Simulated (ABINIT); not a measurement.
# W (Fm-3m) in ABINIT: further runs

Runs on W. Level: LDA. Tasks: relaxation of cell and atoms, single point.

Everything below comes from runs of ABINIT 10.8.3 (patched build). Logs are shortened: lines on timing, memory, paths and dates and some standing lists are left out, and cuts for length are marked. The log counts tension as positive stress, the text compression.

## (1) The crystal as given

Symmetry: Fm-3m, No. 225, cubic system. Conventional cell: a = 4.060 Å, b = 4.060 Å, c = 4.060 Å, α = 90.00°, β = 90.00°, γ = 90.00°. W (site symmetry m-3m) is surrounded by 12 W at 2.87 Å.

This isn't the form of W at room conditions, which is bcc.

## (2) Relaxation of cell and atoms, LDA, spin-orbit coupling, no magnetisation

The input, run.abi:

```
# Pseudopotentials
pp_dirpath "./"
pseudos "W.hgh"

# Structure
acell 5.4251269187 5.4251269187 5.4251269187
rprim
     0.0000000000     0.7071067812     0.7071067812
     0.7071067812     0.0000000000     0.7071067812
     0.7071067812     0.7071067812     0.0000000000
ntypat 1
znucl 74
natom 1
typat 1
chkprim 0
chksymtnons 0
tolsym 1.0e-6
xred
            0.0            0.0            0.0

# Plane-wave basis
ecut 11.0
ecutsm 0.5

# k points
kptopt 1
ngkpt 8 8 8
nshiftk 1
shiftk 0.0 0.0 0.0

# Exchange and correlation
ixc 7

# Bands and occupations
nband 14
occopt 3
tsmear 0.05 eV

# Spin
nspinor 2
nspden 1
so_psp 1*1

# SCF cycle
nstep 80
tolvrs 1.0e-12

# Output
iomode 3
prteig 0
prtebands 0
prtwf 0
prtden 0

# Relaxation
ionmov 22
optcell 2
ntime 50
tolmxf 2.0e-5
dilatmx 1.08
```

Potentials or basis: HGH LDA.

The run is started by

```console
$ abinit run.abi > log 2>&1
```

run.abo:

```text
.Version 10.8.3 of ABINIT
 Symmetries : space group Fm -3 m (#225); Bravais cF (face-center cubic)
================================================================================
 Values of the parameters that define the memory need of the present run
     intxc =       0    ionmov =      22      iscf =       7    lmnmax =      10
     lnmax =      10     mgfft =      18  mpssoang =       5    mqgrid =    3001
     natom =       1  nloc_mem =       1    nspden =       1   nspinor =       2
    nsppol =       1      nsym =      48    n1xccc =       0    ntypat =       1
    occopt =       3   xclevel =       1
       mpw =         262          nfft =        5832          nkpt =          29
================================================================================
================================================================================

--------------------------------------------------------------------------------
------------- Echo of variables that govern the present computation ------------
--------------------------------------------------------------------------------
 -outvars: echo values of preprocessed input variables --------
            acell      5.4251269187E+00  5.4251269187E+00  5.4251269187E+00 Bohr
              amu      1.83850000E+02
          chkprim           0
      chksymtnons           0
          dilatmx      1.08000000E+00
             ecut      1.10000000E+01 Hartree
           ecutsm      5.00000000E-01 Hartree
           ionmov          22
              ixc           7
         kptrlatt        8    0    0      0    8    0      0    0    8
          kptrlen      4.34010154E+01
            natom           1
            nband          14
            ngfft          18      18      18
             nkpt          29
          nspinor           2
            nstep          80
             nsym          48
            ntime          50
           ntypat           1
           occopt           3
          optcell           2
           prtden           0
        prtebands           0
           prteig           0
            prtwf           0
            rprim      0.0000000000E+00  7.0710678120E-01  7.0710678120E-01
                       7.0710678120E-01  0.0000000000E+00  7.0710678120E-01
                       7.0710678120E-01  7.0710678120E-01  0.0000000000E+00
          spgroup         225
           tolmxf      2.00000000E-05
           tolsym      1.00000000E-06
           tolvrs      1.00000000E-12
           tsmear      1.83746611E-03 Hartree
            typat      1
            znucl       74.00000

================================================================================

 chkinp: Checking input parameters for consistency.

================================================================================
== DATASET  1 ==================================================================

--- !DatasetInfo
iteration_state: {dtset: 1, }
dimensions: {natom: 1, nkpt: 29, mband: 14, nsppol: 1, nspinor: 2, nspden: 1, mpw: 262, }
cutoff_energies: {ecut:  11.0, pawecutdg:  -1.0, }
electrons: {nelect:   6.00000000E+00, charge:   0.00000000E+00, occopt:   3.00000000E+00, tsmear:   1.83746611E-03, }
meta: {optdriver: 0, ionmov: 22, optcell: 2, iscf: 7, paral_kgb: 0, }
...

 Exchange-correlation functional for the present dataset will be:
  LDA: Perdew-Wang 92 LSD fit to Ceperley-Alder data - ixc=7
  J.P.Perdew and Y.Wang, PRB 45, 13244 (1992)

 Real(R)+Recip(G) space primitive vectors, cartesian coordinates (Bohr,Bohr^-1):
 R(1)=  0.0000000  3.8361440  3.8361440  G(1)= -0.1303392  0.1303392  0.1303392
 R(2)=  3.8361440  0.0000000  3.8361440  G(2)=  0.1303392 -0.1303392  0.1303392
 R(3)=  3.8361440  3.8361440  0.0000000  G(3)=  0.1303392  0.1303392 -0.1303392
 Unit cell volume ucvol=  1.1290540E+02 bohr^3
 Angles (23,13,12)=  6.00000000E+01  6.00000000E+01  6.00000000E+01 degrees

 getcut: wavevector=  0.0000  0.0000  0.0000  ngfft=  18  18  18
         ecut(hartree)=     12.830   => boxcut(ratio)=   2.06402

--- Pseudopotential description ------------------------------------------------
- pspini: atom type   1  psp file is ./W.hgh
  74.00000   6.00000     10605                znucl, zion, pspdat
    3    1    2    0      2001   0.00000      pspcod,pspxc,lmax,lloc,mmax,r2well

 pspatm : COMMENT -
  the projectors are not normalized,
  so that the KB energies are not consistent with
  definition in PRB44, 8503 (1991).
  However, this does not influence the results obtained hereafter.

   2.59484054E+02                                ecore*ucvol(ha*bohr**3)
--------------------------------------------------------------------------------

================================================================================

=== [ionmov=22] Limited-memory Broyden-Fletcher-Goldfarb-Shanno method
================================================================================

--- Iteration: ( 1/50) Internal Cycle: (1/1)
--------------------------------------------------------------------------------

---SELF-CONSISTENT-FIELD CONVERGENCE--------------------------------------------

--- !BeginCycle
iteration_state: {dtset: 1, itime: 1, icycle: 1, }
solver: {iscf: 7, nstep: 80, nline: 4, wfoptalg: 0, }
tolerances: {tolvrs: 1.00E-12, }
...

     iter   Etot(hartree)      deltaE(h)  residm     vres2
 ETOT  1  -7.7447641856230    -7.745E+00 1.259E-01 1.431E+00
 ETOT  2  -7.7509983974189    -6.234E-03 1.821E-02 6.163E-02
 ETOT  3  -7.7510276401644    -2.924E-05 1.122E-02 1.613E-04
 ETOT  4  -7.7510277279054    -8.774E-08 4.889E-04 3.687E-06
 ETOT  5  -7.7510277296308    -1.725E-09 5.531E-05 1.342E-09
 ETOT  6  -7.7510277296316    -7.061E-13 2.520E-05 3.096E-12
 ETOT  7  -7.7510277296315     3.553E-15 5.119E-06 5.946E-15
[... 215 lines left out ...]
 Reduced coordinates (xred)
  0.00000000000000E+00  0.00000000000000E+00  0.00000000000000E+00
 Cartesian forces (fcart) [Ha/bohr]; max,rms= 0.00000E+00 0.00000E+00 (free atoms)
 -0.00000000000000E+00 -0.00000000000000E+00 -0.00000000000000E+00
 Gradient of E wrt nuclear positions in reduced coordinates (gred)
  0.00000000000000E+00  0.00000000000000E+00  0.00000000000000E+00
 Scale of Primitive Cell (acell) [bohr]
  5.24813884926163E+00  5.24813884926163E+00  5.24813884926163E+00
 Real space primitive translations (rprimd) [bohr]
  0.00000000000000E+00  3.71099456892146E+00  3.71099456892146E+00
  3.71099456892146E+00  0.00000000000000E+00  3.71099456892146E+00
  3.71099456892146E+00  3.71099456892146E+00  0.00000000000000E+00
 Unitary Cell Volume (ucvol) [Bohr^3]=  1.02211780097384E+02
 Angles (23,13,12)= [degrees]
  6.00000000000000E+01  6.00000000000000E+01  6.00000000000000E+01
 Lengths [Bohr]
  5.24813884926163E+00  5.24813884926163E+00  5.24813884926163E+00
 Stress tensor in cartesian coordinates (strten) [Ha/bohr^3]
 -3.66060568841708E-04  0.00000000000000E+00  0.00000000000000E+00
  0.00000000000000E+00 -3.66060568841708E-04  0.00000000000000E+00
  0.00000000000000E+00  0.00000000000000E+00 -3.66060568841711E-04
 Total energy (etotal) [Ha]= -7.75226555557990E+00

 Difference of energy with previous step (new-old):
           Absolute (Ha)= 6.07233E-04
           Relative     = 7.83266E-05

--- Iteration: ( 4/50) Internal Cycle: (1/1)
--------------------------------------------------------------------------------

---SELF-CONSISTENT-FIELD CONVERGENCE--------------------------------------------

--- !BeginCycle
iteration_state: {dtset: 1, itime: 4, icycle: 1, }
solver: {iscf: 7, nstep: 80, nline: 4, wfoptalg: 0, }
tolerances: {tolvrs: 1.00E-12, }
...

     iter   Etot(hartree)      deltaE(h)  residm     vres2
 ETOT  1  -7.7530520297591    -7.753E+00 6.731E-06 1.962E-02
 ETOT  2  -7.7530639607273    -1.193E-05 6.685E-07 2.006E-04
 ETOT  3  -7.7530640537880    -9.306E-08 1.275E-07 2.846E-06
 ETOT  4  -7.7530640551507    -1.363E-09 1.106E-07 5.710E-10
 ETOT  5  -7.7530640551510    -3.055E-13 1.441E-08 2.410E-12
 ETOT  6  -7.7530640551510     1.243E-14 1.399E-08 3.376E-15
[... 392 lines left out ...]
 -0.00000000000000E+00 -0.00000000000000E+00 -0.00000000000000E+00
 Gradient of E wrt nuclear positions in reduced coordinates (gred)
  0.00000000000000E+00  0.00000000000000E+00  0.00000000000000E+00
 Scale of Primitive Cell (acell) [bohr]
  5.31794833650633E+00  5.31794833650633E+00  5.31794833650633E+00
 Real space primitive translations (rprimd) [bohr]
  0.00000000000000E+00  3.76035733074335E+00  3.76035733074335E+00
  3.76035733074335E+00  0.00000000000000E+00  3.76035733074335E+00
  3.76035733074335E+00  3.76035733074335E+00  0.00000000000000E+00
 Unitary Cell Volume (ucvol) [Bohr^3]=  1.06345065675374E+02
 Angles (23,13,12)= [degrees]
  6.00000000000000E+01  6.00000000000000E+01  6.00000000000000E+01
 Lengths [Bohr]
  5.31794833650633E+00  5.31794833650633E+00  5.31794833650633E+00
 Stress tensor in cartesian coordinates (strten) [Ha/bohr^3]
 -1.82933269747554E-08  0.00000000000000E+00  0.00000000000000E+00
  0.00000000000000E+00 -1.82933269816943E-08  0.00000000000000E+00
  0.00000000000000E+00  0.00000000000000E+00 -1.82933269816943E-08
 Total energy (etotal) [Ha]= -7.75315796967939E+00

 Difference of energy with previous step (new-old):
           Absolute (Ha)=-1.17230E-09
           Relative     =-1.51203E-10

 At Broyd/MD step   8, gradients are converged :
  max grad (force/stress) = 1.8293E-06 < tolmxf= 2.0000E-05 ha/bohr (free atoms)

================================================================================

 ----iterations are completed or convergence reached----

 Mean square residual over all n,k,spin=   10.552E-17; max=  17.677E-15
 reduced coordinates (array xred) for    1 atoms
       0.000000000000      0.000000000000      0.000000000000
 rms dE/dt=  0.0000E+00; max dE/dt=  0.0000E+00; dE/dt below (all hartree)
    1       0.000000000000      0.000000000000      0.000000000000

 cartesian coordinates (angstrom) at end:
    1      0.00000000000000     0.00000000000000     0.00000000000000

 cartesian forces (hartree/bohr) at end:
    1     -0.00000000000000    -0.00000000000000    -0.00000000000000
 frms,max,avg= 0.0000000E+00 0.0000000E+00   0.000E+00  0.000E+00  0.000E+00 h/b

 cartesian forces (eV/Angstrom) at end:
    1     -0.00000000000000    -0.00000000000000    -0.00000000000000
 frms,max,avg= 0.0000000E+00 0.0000000E+00   0.000E+00  0.000E+00  0.000E+00 e/A
 length scales=  5.317948336506  5.317948336506  5.317948336506 bohr
              =  2.814137066530  2.814137066530  2.814137066530 angstroms
 Fermi (or HOMO) energy (hartree) =   0.14298   Average Vxc (hartree)=  -0.42930
 Eigenvalues (hartree) for nkpt=  29  k points:
 kpt#   1, nband= 14, wtk=  0.00195, kpt=  0.0000  0.0000  0.0000 (reduced coord)
  -0.19719   -0.19719    0.11583    0.11583    0.11583    0.11583    0.13204    0.13204
   0.24810    0.24810    0.24810    0.24810    0.70058    0.70058
      occupation numbers for kpt#   1
   1.00000    1.00000    1.00000    1.00000    1.00000    1.00000    0.99741    0.99741
   0.00000    0.00000    0.00000    0.00000    0.00000    0.00000
 prteigrs : prtvol=0 or 1, do not print more k-points.

--- !EnergyTerms
iteration_state     : {dtset: 1, itime: 8, icycle: 1, }
comment             : Components of total free energy in Hartree
kinetic             :  6.35833901170930E+00
hartree             :  6.86976312996415E-02
xc                  : -2.03478465063474E+00
Ewald energy        : -1.09733610499371E+01
psp_core            :  2.44001968689024E+00
local_psp           : -4.27593137453625E-01
non_local_psp       : -3.18415298925063E+00
internal            : -7.75283549737688E+00
'-kT*entropy'       : -3.22472302509868E-04
total_energy        : -7.75315796967939E+00
total_energy_eV     : -2.10974176139052E+02
band_energy         :  2.27617552873534E-01
...

 Cartesian components of stress tensor (hartree/bohr^3)
  sigma(1 1)= -1.82933270E-08  sigma(3 2)=  0.00000000E+00
  sigma(2 2)= -1.82933270E-08  sigma(3 1)=  0.00000000E+00
  sigma(3 3)= -1.82933270E-08  sigma(2 1)=  0.00000000E+00

-Cartesian components of stress tensor (GPa)         [Pressure=  5.3821E-04 GPa]
- sigma(1 1)= -5.38208261E-04  sigma(3 2)=  0.00000000E+00
- sigma(2 2)= -5.38208261E-04  sigma(3 1)=  0.00000000E+00
- sigma(3 3)= -5.38208261E-04  sigma(2 1)=  0.00000000E+00

== END DATASET(S) ==============================================================
================================================================================

 -outvars: echo values of variables after computation  --------
            acell      5.3179483365E+00  5.3179483365E+00  5.3179483365E+00 Bohr
           etotal     -7.7531579697E+00
            fcart     -0.0000000000E+00 -0.0000000000E+00 -0.0000000000E+00
            rprim      0.0000000000E+00  7.0710678119E-01  7.0710678119E-01
                       7.0710678119E-01  0.0000000000E+00  7.0710678119E-01
                       7.0710678119E-01  7.0710678119E-01  0.0000000000E+00
           strten     -1.8293326975E-08 -1.8293326982E-08 -1.8293326982E-08
                       0.0000000000E+00  0.0000000000E+00  0.0000000000E+00
 Calculation completed.
```

Run time: 28 s. Hardware: 1 thread of Arm Neoverse V1, shared host; peak memory 0.05 GiB.

Results:

| Property | Result |
| --- | --- |
| Free energy | -210.9742 eV |
| Band gap on the k mesh | none (metal or under the smearing width) |

Caveat: the cutoff is too short for stress, so the log's stress isn't used; HGH potentials are hard and often keep d shells in the core, so these values are rough.

## (3) Single point, LDA, spin-orbit coupling, no magnetisation (cell relaxed)

The input, run.abi:

```
pp_dirpath "./"
pseudos "W.hgh"

acell 2.8141370624 2.8141370624 2.8141370624 Angstrom
rprim
     0.0000000000     0.7071067812     0.7071067812
     0.7071067812     0.0000000000     0.7071067812
     0.7071067812     0.7071067812     0.0000000000
ntypat 1
znucl 74
natom 1
typat 1
xred
     0.0000000000     0.0000000000     0.0000000000
chkprim 0
chksymtnons 0
tolsym 1.0e-6

ecut 11.0

kptopt 1
ngkpt 8 8 8
nshiftk 1
shiftk 0.0 0.0 0.0

ixc 7

nband 14
occopt 3
tsmear 0.05 eV

nspinor 2
nspden 1
so_psp 1*1

nstep 100
tolvrs 1.0e-10

iomode 3
prtwf 0
prtden 0
prteig 0
prtebands 0
enunit 1
```

Potentials or basis: HGH LDA.

The run is started by

```console
$ abinit run.abi > log 2>&1
```

Run time: 2.9 s. Hardware: 1 thread of Arm Neoverse V1, shared host; peak memory 0.07 GiB.

It converged, with:

| Item | Value |
| --- | --- |
| Free energy | -211.0557 eV |
| Band gap on the k mesh | none (metal or under the smearing width) |
| Valence electrons inside the program's atomic spheres | W 2.56 (radii [1.0584] Å) |

Levels at points of the mesh, in eV from the Fermi level:
| k point | band 2 | band 3 | band 4 | band 5 | band 6 | band 7 | band 8 | band 9 | band 10 | band 11 |
| --- | --- | --- | --- | --- | --- | --- | --- | --- | --- | --- |
| (0.00, 0.00, 0.00) | -9.24 | -0.71 | -0.71 | -0.71 | -0.71 | -0.27 | -0.27 | 2.89 | 2.89 | 2.89 |
| (0.50, 0.00, 0.00) | -5.75 | -0.99 | -0.99 | -0.51 | -0.51 | 0.64 | 0.64 | 5.31 | 5.31 | 5.68 |
| (0.50, 0.50, 0.00) | -5.62 | -4.66 | -4.66 | 3.09 | 3.09 | 5.36 | 5.36 | 5.99 | 5.99 | 6.59 |

Caveat: the cutoff is too short for stress, so the log's stress isn't used; HGH potentials are hard and often keep d shells in the core, so these values are rough.
